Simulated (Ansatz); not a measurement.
**Sn: relaxation of cell and atoms with LDA**

Crystal: Sn.

```
Sn
1.0
    -2.94014    2.94014    1.59930
     2.94014   -2.94014    1.59930
     2.94014    2.94014   -1.59930
Sn
2
Cartesian
  0.0000 0.0000 0.0000
  0.0000 2.9401 0.7997
```

| Property | Result |
| --- | --- |
| Program | Ansatz 0.2.0 |
| Task | relaxation of cell and atoms |
| Functional | LDA |
| Potentials or basis | Ansatz PAW |
| Cutoff | 420 eV (not typed: the program's choice for these potentials) |
| k mesh | 9 × 9 × 9 |
| Occupations | fermi-dirac, width 0.05 eV |
| Spin | no spin polarisation |

The relaxed volume is 26.17 Å³/atom and the relaxed cell is a = 4.380 Å, b = 4.380 Å, c = 4.380 Å, α = 97.32°, β = 97.32°, γ = 138.19°. The space group after relaxing (to 0.05 Å) is I4_1/amd (No. 141). The energy gained by relaxing is 14.0 meV/atom and the ionic steps are 7. The pressure after relaxing is 0.0 GPa and the band gap on the k mesh is none (metal or under the smearing width).

The path:
| step | energy change (eV) | largest force (eV/Å) | volume (Å³) |
| --- | --- | --- | --- |
| 1 | 0.0000 | 0.0000 | 55.30 |
| 2 | -0.0237 | 0.0000 | 51.23 |
| 3 | -0.0283 | 0.0000 | 52.47 |
| 4 | -0.0284 | 0.0000 | 52.36 |
| 5 | -0.0279 | 0.0000 | 52.36 |
| 6 | -0.0279 | 0.0000 | 52.35 |
| 7 | -0.0279 | 0.0000 | 52.35 |

Final structure:
```
Sn
1.0
    -2.89345    2.89345    1.56311
     2.89345   -2.89345    1.56311
     2.89345    2.89345   -1.56311
Sn
2
Direct
  0.00000 0.00000 0.00000
  0.75000 0.25000 0.50000
```

Levels at points of the mesh, in eV from the Fermi level:
```
           k point  band 12  band 13  band 14  band 15  band 16  band 17
(0.00, 0.00, 0.00)    -3.76    -2.11    -2.11     2.99     6.26     6.26
```

It took 18 s on 2 threads of Arm Neoverse V1, on a shared host, peak memory 0.36 GiB.

Caveat: the plane-wave basis is chosen anew once the cell has moved, so the energies of steps on either side of that aren't comparable; the PAW data sets come from PBE, with cores solved anew for the run's functional, which leaves a small shift of forces and pressure.
